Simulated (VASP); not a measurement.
# Ge (I4_1/amd) in VASP: further runs

One crystal, Ge, is run at these levels: PBE; tasks: single point.

Everything below comes from runs of VASP 6.6.1. Logs are shortened: lines on timing, memory, paths and dates and some standing lists are left out, and cuts for length are marked.

## (1) Starting point

The structure is tetragonal, space group I4_1/amd (No. 141). Conventional cell: a = 5.149 Å, b = 5.149 Å, c = 2.795 Å, α = 90.00°, β = 90.00°, γ = 90.00°. Ge (site symmetry -4m2) has 6 Ge at 2.67 to 2.79 Å as nearest neighbours.

This isn't the form of Ge at room conditions, which is diamond.

## (2) Single point, PBE

File INCAR:

```
PREC = Accurate
ENCUT = 400
EDIFF = 1E-6
ISMEAR = 0
SIGMA = 0.05
LREAL = F
LASPH = T
NELM = 100
ALGO = Normal
ISIF = 2
LWAVE = F
LCHARG = F
GGA = PE
NBANDS = 21
ADDGRID = F
```

File KPOINTS:

```
regular mesh
0
Gamma
  8 8 8
```

File POSCAR:

```
Ge
1.0
   -2.5744897190      2.5744897190      1.3974126432
    2.5744897190     -2.5744897190      1.3974126432
    2.5744897190      2.5744897190     -1.3974126432
Ge
2
Direct
    0.5000000000      0.5000000000      0.0000000000
    0.2500000000      0.7500000000      0.5000000000
```

Potentials or basis: VASP PAW PBE potentials, release 64 (Ge_d).

Started as:

```console
$ cat potpaw_PBE.64/Ge_d/POTCAR > POTCAR
$ mpirun -np 1 vasp_std > vasp.out
```

OUTCAR:

```text
PREC = Accurate
   ENCUT = 400
   EDIFF = 1E-6
   ISMEAR = 0
   LREAL = F
   LASPH = T
   NELM = 100
   ISIF = 2
   GGA = PE

 Found     59 irreducible k-points:

 Following reciprocal coordinates:
            Coordinates               Weight
  0.000000  0.000000  0.000000      1.000000
  0.125000  0.000000 -0.000000      8.000000
  0.250000  0.000000 -0.000000      8.000000
  0.375000  0.000000  0.000000      8.000000
  0.500000  0.000000 -0.000000      4.000000
  0.125000  0.125000 -0.000000      8.000000
   k-points           NKPTS =     59   k-points in BZ     NKDIM =     59   number of bands    NBANDS=     21
   number of dos      NEDOS =    301   number of ions     NIONS =      2
   total plane-waves  NPLWV =  21952
   dimension x,y,z NGX =    28 NGY =   28 NGZ =   28
   dimension x,y,z NGXF=    56 NGYF=   56 NGZF=   56
   ions per type =               2
   NGX,Y,Z   is equivalent  to a cutoff of  11.94, 11.94, 11.94 a.u.
   NGXF,Y,Z  is equivalent  to a cutoff of  23.87, 23.87, 23.87 a.u.
 SYSTEM =  unknown system
   PREC   = accura    normal or accurate (medium, high low for compatibility)
   ISTART =      0    job   : 0-new  1-cont  2-samecut
   ICHARG =      2    charge: 1-file 2-atom 10-const
   ISPIN  =      1    spin polarized calculation?
   LNONCOLLINEAR =      F non collinear calculations
   LSORBIT =      F    spin-orbit coupling
   LASPH  =      T    aspherical Exc in radial PAW
   ENCUT  =  400.0 eV  29.40 Ry    5.42 a.u.   6.36  6.36  6.36*2*pi/ulx,y,z
   NELM   =    100;   NELMIN=  2; NELMDL= -5     # of ELM steps
   EDIFF  = 0.1E-05   stopping-criterion for ELM
   LREAL  =      F    real-space projection
[... 7 lines left out ...]
   TEBEG  =    0.0;   TEEND  =   0.0 temperature during run
   PSTRESS=    0.0 pullay stress
   NELECT =      28.0000    total number of electrons
   NUPDOWN=      -1.0000    fix difference up-down
   EMIN   =  10.00;   EMAX   =-10.00  energy-range for DOS
   EFERMI =   0.00;   METHOD = LEGACY
   ISMEAR =     0;   SIGMA  =   0.05  broadening in eV -4-tet -1-fermi 0-gaus
   EFERMI_NEDOS =   21; number of points for ismear=-14 and -15
   IALGO  =     38    algorithm
   IMIX   =      4    mixing-type and parameters
     AMIX     =   0.40;   BMIX     =  1.00
     AMIX_MAG =   1.60;   BMIX_MAG =  1.00
  volume/ion in A,a.u.               =      18.52       125.01
  Fermi-wavevector in a.u.,A,eV,Ry     =   1.491209  2.817976 30.255333  2.223704
  Thomas-Fermi vector in A             =   2.603893
   LORBIT       =      0    0 simple, 1 ext, 2 COOP (PROOUT), +10 PAW based schemes
   GGA     = PE    functional components
   LHFCALC =     F    Hartree Fock is set to
   AEXX    =    0.0000 exact exchange contribution
   IVDW    =     0    specifies the selected vdW correction
   LEPSILON=     F    determine dielectric tensor
   LRPA    =     F    only Hartree local field effects (RPA)
 non-spin polarized calculation
 Gauss-broadening in eV      SIGMA  =   0.05
  energy-cutoff  :      400.00
  volume of cell :       37.05
 maximum number of plane-waves:       691
 NGX is ok and might be reduce to    28
   NGX = 13   NGY = 13   NGZ = 13

 number of electron      28.0000030 magnetization

 Free energy of the ion-electron system (eV)
  ---------------------------------------------------
  ext. energy  EPLUGINS =         0.00000000
  ---------------------------------------------------
  free energy    TOTEN  =        -8.53978384 eV

  energy without entropy =       -8.53888290  energy(sigma->0) =       -8.53933337

 E-fermi :   6.7246     XC(G=0): -11.3206

 val. band max:        6.7024909671   @ k =  -0.2500   0.2500   0.2500
 cond. band min:       6.8420392453   @ k =   0.3750   0.3750   0.1250
 fundamental gap:      0.1395482782
 Fermi energy:         6.7245813854

 k-point     1 :       0.0000    0.0000    0.0000
  band No.  band energies     occupation
      1     -17.9589      2.00000
      2     -17.9088      2.00000
      3     -17.8832      2.00000
      4     -17.8764      2.00000
      5     -17.7724      2.00000
      6     -17.7724      2.00000
      7     -17.7661      2.00000
      8     -17.7661      2.00000
      9     -17.7085      2.00000
     10     -17.6423      2.00000
     11      -6.5082      2.00000
     12       2.7371      2.00000
     13       4.4558      2.00000
     14       4.4558      2.00000
     15      10.0847      0.00000
     16      14.3991      0.00000
     17      14.3991      0.00000
     18      14.9555      0.00000
     19      15.1701      0.00000
     20      18.3534      0.00000
     21      19.3398      0.00000

 k-point     2 :       0.1250    0.0000   -0.0000
  band No.  band energies     occupation
      1     -17.9526      2.00000
      2     -17.8889      2.00000
      3     -17.8754      2.00000
      4     -17.8531      2.00000
      5     -17.7871      2.00000
      6     -17.7832      2.00000
      7     -17.7690      2.00000
      8     -17.7684      2.00000
      9     -17.7122      2.00000
     10     -17.6487      2.00000
     11      -6.1264      2.00000
     12       2.2932      2.00000
     13       4.4591      2.00000
     14       5.6038      2.00000
     15      10.7899      0.00000
     16      12.0650      0.00000
     17      12.6220      0.00000
     18      13.6086      0.00000
     19      14.2406      0.00000
     20      17.6889      0.00000
     21      18.1680      0.00000

 k-point     3 :       0.2500    0.0000   -0.0000
  band No.  band energies     occupation
      1     -17.9354      2.00000
      2     -17.8573      2.00000
      3     -17.8524      2.00000
      4     -17.8249      2.00000
      5     -17.8123      2.00000
      6     -17.7828      2.00000
      7     -17.7801      2.00000
      8     -17.7648      2.00000
      9     -17.7220      2.00000
     10     -17.6634      2.00000
     11      -4.9849      2.00000
     12       2.0387      2.00000
     13       4.6274      2.00000
     14       7.3923      0.00000
     15       8.2212      0.00000
     16       9.3940      0.00000
     17      12.0429      0.00000
     18      12.0757      0.00000
     19      13.3441      0.00000
     20      15.6398      0.00000
     21      17.5770      0.00000

 k-point     4 :       0.3750    0.0000    0.0000
  band No.  band energies     occupation
      1     -17.9191      2.00000
      2     -17.8540      2.00000
      3     -17.8490      2.00000
      4     -17.8367      2.00000
      5     -17.8171      2.00000
      6     -17.7989      2.00000
      7     -17.7449      2.00000
      8     -17.7349      2.00000
      9     -17.7174      2.00000
     10     -17.6795      2.00000
     11      -3.1241      2.00000
     12       1.9711      2.00000
     13       4.3188      2.00000
     14       5.0879      2.00000
     15       6.4458      2.00000
     16      10.2569      0.00000
     17      10.2789      0.00000
     18      11.5294      0.00000
     19      14.7659      0.00000
     20      15.9787      0.00000
     21      18.9692      0.00000

 k-point     5 :       0.5000    0.0000   -0.0000
  band No.  band energies     occupation
      1     -17.9110      2.00000
      2     -17.8676      2.00000
      3     -17.8612      2.00000
      4     -17.8316      2.00000
      5     -17.8081      2.00000
      6     -17.8060      2.00000
      7     -17.7426      2.00000
      8     -17.7135      2.00000
      9     -17.7102      2.00000
     10     -17.6823      2.00000
     11      -1.2467      2.00000
     12       0.4152      2.00000
     13       4.1727      2.00000
     14       4.7922      2.00000
     15       5.4467      2.00000
     16       9.2917      0.00000
     17      10.3699      0.00000
     18      12.3140      0.00000
     19      15.6169      0.00000
     20      18.3884      0.00000
     21      19.2619      0.00000

 k-point     6 :       0.1250    0.1250   -0.0000
  band No.  band energies     occupation
      1     -17.9412      2.00000
      2     -17.8618      2.00000
      3     -17.8495      2.00000
      4     -17.8165      2.00000
      5     -17.8048      2.00000
      6     -17.7959      2.00000
      7     -17.7861      2.00000
      8     -17.7656      2.00000
      9     -17.7179      2.00000
     10     -17.6571      2.00000
     11      -5.1563      2.00000
     12       2.4915      2.00000
     13       5.5723      2.00000
     14       6.3858      2.00000
     15       8.6147      0.00000
     16       8.8539      0.00000
     17      11.8474      0.00000
     18      12.6084      0.00000
     19      12.9478      0.00000
     20      15.8735      0.00000
     21      16.4746      0.00000

 [... further k-points ...]
[... 5 lines left out ...]
  --------------------------------------------------------------------------------------
  -------------------------------------------------------------------------------------
  Total        0.2108643      0.2108643      1.3163502      0.0000000      0.0000000      0.0000000
  in kB        9.1189884      9.1189884     56.9265721      0.0000000      0.0000000      0.0000000
  external PRESSURE =      25.0548497 kB  Pullay stress =       0.0000000 kB

 VOLUME and BASIS-vectors are now :
 -----------------------------------------------------------------------------
  energy-cutoff  :      400.00
  volume of cell :       37.05
      direct lattice vectors                 reciprocal lattice vectors
    -2.574489719  2.574489719  1.397412643     0.000000000  0.194213244  0.357804119
     2.574489719 -2.574489719  1.397412643     0.194213244  0.000000000  0.357804119
     2.574489719  2.574489719 -1.397412643     0.194213244  0.194213244  0.000000000

 POSITION                                       TOTAL-FORCE (eV/Angst)
 -----------------------------------------------------------------------------------
      0.00000      0.00000      1.39741         0.000000     -0.000000      0.000000
      2.57449      0.00000      0.69871        -0.000000      0.000000     -0.000000
 -----------------------------------------------------------------------------------
    total drift:                                0.000000     -0.000000      0.000000

  FREE ENERGIE OF THE ION-ELECTRON SYSTEM (eV)
  ---------------------------------------------------
  free  energy   TOTEN  =        -8.5397838398 eV

  energy  without entropy=       -8.5388829015  energy(sigma->0) =       -8.53933337
```

It took 13 s on 1 thread of Intel Xeon 6975P-C (Granite Rapids), shared host; peak memory 0.17 GiB.

The run converged, but some of its settings lie outside the range that counts as converged, so its numbers aren't taken as properties of the crystal.

What came out:

```yaml
Free_energy: -8.5398 eV
Pressure: 2.5 GPa
Band_gap_on_the_k_mesh: none (metal or under the smearing width)
```

## (3) Single point, PBE

INCAR is that of step 2.

KPOINTS is that of step 2.

File POSCAR:

```
Ge
1.0
   -2.5744897190      2.5744897190      1.3974126432
    2.5744897190     -2.5744897190      1.3974126432
    2.5744897190      2.5744897190     -1.3974126432
Ge
2
Direct
    0.5147880000      0.5105290000      0.0041050000
    0.2603220000      0.7562090000      0.5249690000
```

Potentials or basis: VASP PAW PBE potentials, release 64 (Ge_d).

Started as:

```console
$ cat potpaw_PBE.64/Ge_d/POTCAR > POTCAR
$ mpirun -np 1 vasp_std > vasp.out
```

Run time: 50 s. Hardware: 1 thread of Intel Xeon 6975P-C (Granite Rapids), shared host; peak memory 0.23 GiB.

These settings aren't checked as converged: the numbers below hold their error.

What came out:

| Quantity | Value |
| --- | --- |
| Free energy | -8.5273 eV |
| Pressure | 2.7 GPa |
| Largest force | 0.297 eV/Å |
| Band gap on the k mesh | none (metal or under the smearing width) |

## (4) Single point, PBE

INCAR: that of step 3 with these lines changed.

```diff
@@ -2,3 +2,3 @@
 ENCUT = 400
-EDIFF = 1E-6
+EDIFF = 1E-7
 ISMEAR = 0
@@ -14,2 +14,2 @@
 NBANDS = 21
-ADDGRID = F
+ADDGRID = T
```

KPOINTS is that of step 3.

File POSCAR:

```
Ge
1.0
   -2.5744897190      2.5744897190      1.3974126432
    2.5744897190     -2.5744897190      1.3974126432
    2.5744897190      2.5744897190     -1.3974126432
Ge
2
Direct
    0.5000000000      0.5000000000      0.0000000000
    0.2500000000      0.7500000000      0.5000000000
```

Started as:

```console
$ cat potpaw_PBE.64/Ge_d/POTCAR > POTCAR
$ mpirun -np 1 vasp_std > vasp.out
```

It took 17 s on 1 thread of Intel Xeon 6975P-C (Granite Rapids), shared host; peak memory 0.23 GiB.

The run converged, but some of its settings lie outside the range that counts as converged, so its numbers aren't taken as properties of the crystal.

What came out:

```yaml
Free_energy: -8.5397 eV
Pressure: 2.6 GPa
Band_gap_on_the_k_mesh: none (metal or under the smearing width)
```

## (5) Single point, PBE

INCAR is that of step 4.

KPOINTS is that of step 4.

File POSCAR:

```
Ge
1.0
   -2.5744897190      2.5744897190      1.3974126432
    2.5744897190     -2.5744897190      1.3974126432
    2.5744897190      2.5744897190     -1.3974126432
Ge
2
Direct
    0.5147880000      0.5105290000      0.0041050000
    0.2603220000      0.7562090000      0.5249690000
```

Started as:

```console
$ cat potpaw_PBE.64/Ge_d/POTCAR > POTCAR
$ mpirun -np 1 vasp_std > vasp.out
```

Wall time 56 s (1 thread of Intel Xeon 6975P-C (Granite Rapids), shared host); peak memory 0.3 GiB.

These settings aren't checked as converged: the numbers below hold their error.

Results:

```
Free energy            : -8.5273 eV
Pressure               : 2.7 GPa
Largest force          : 0.297 eV/Å
Band gap on the k mesh : none (metal or under the smearing width)
```
